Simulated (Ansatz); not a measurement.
**What a change of settings does to a run on Os**

The structure comes from a relaxation in the same program, started in the sc type, and has space group Pm-3m. Whether it is a known phase or the ground state wasn't checked.

First run: DFT, PBE, all-electron LAPW, scalar-relativistic (Ansatz 0.2.0).

Command: `ansatz run input.yaml --threads 1 --pin off --max-ram 2048MiB --backend cpu --events-out ev --progress --plain --runs-dir out` The run took 24 s on 1 thread of Arm Neoverse V1, on a shared host, peak memory 0.43 GiB.

```yaml
crystal:
  lattice:
    - [2.5574094138, 0.0, 0.0]
    - [0.0, 2.5574094138, 0.0]
    - [0.0, 0.0, 2.5574094138]
  atoms:
    - { symbol: Os, position: [0.0, 0.0, 0.0] }
kpoints:
  mp_grid: { grid: [15, 15, 15] }
scf:
  occupations: { method: fermi_dirac, width: 0.05 }
hamiltonian:
  xc: pbe
  pseudopotentials:
    kind: all_electron
    lapw: { basis_error: 0.00025 }
    dirac_shells: { Os: ["4p", "4d"] }
output:
  forces: true
  stress: true
  eigenvalues: true
```

Result: converged; pressure 0.11 GPa; no gap on the k mesh; 7 SCF iterations.

No spin–orbit coupling, which matters for the heavy atoms here.

A second input differs as follows:

```diff
@@ -1,7 +1,7 @@
 crystal:
   lattice:
-    - [2.5574094138, 0.0, 0.0]
-    - [0.0, 2.5574094138, 0.0]
-    - [0.0, 0.0, 2.5574094138]
+    - [4.83280332, 0.0, 0.0]
+    - [0.0, 4.83280332, 0.0]
+    - [0.0, 0.0, 4.83280332]
   atoms:
     - { symbol: Os, position: [0.0, 0.0, 0.0] }
@@ -10,4 +10,5 @@
 scf:
   occupations: { method: fermi_dirac, width: 0.05 }
+  max_iter: 80
 hamiltonian:
   xc: pbe
```

Problem. What is wrong with it, and what does the program do?

Solution. The fault is a lattice typed in bohr. The run converged; pressure -2.06 GPa; no gap on the k mesh; 9 SCF iterations. The numbers describe a strongly squeezed or stretched cell, not the crystal at ambient pressure. The log ends:
```
  P = ⅓ Tr σ = -2.0606 GPa (-20.606 kbar)
--- Band table (eV; the first three rows and the last of 120) ---
  k-point 0: bands = ["-85.5297", "-46.1458", "-46.1458", "-46.1458", "-46.1318", "-46.1318", "-46.1318", "-46.1144", "-44.9710", "-44.9710", "-44.9710", "-1.9216", "-0.9700", "-0.9700", "-0.6729", "-0.6729", "-0.6729", "5.5415", "5.5415"]
  k-point 1: bands = ["-85.5297", "-46.1458", "-46.1458", "-46.1458", "-46.1318", "-46.1318", "-46.1318", "-46.1144", "-44.9710", "-44.9710", "-44.9710", "-1.9006", "-0.9691", "-0.9617", "-0.6766", "-0.6766", "-0.6726", "5.1848", "5.5669"]
  k-point 2: bands = ["-85.5297", "-46.1458", "-46.1458", "-46.1458", "-46.1318", "-46.1318", "-46.1318", "-46.1144", "-44.9710", "-44.9710", "-44.9710", "-1.8405", "-0.9666", "-0.9358", "-0.6870", "-0.6870", "-0.6717", "4.5557", "5.6408"]
  k-point 119: bands = ["-85.5297", "-46.1458", "-46.1458", "-46.1458", "-46.1318", "-46.1318", "-46.1318", "-46.1144", "-44.9711", "-44.9711", "-44.9711", "-0.8646", "-0.8639", "-0.8639", "-0.5925", "-0.5925", "-0.0672", "3.6780", "3.6856"]
```
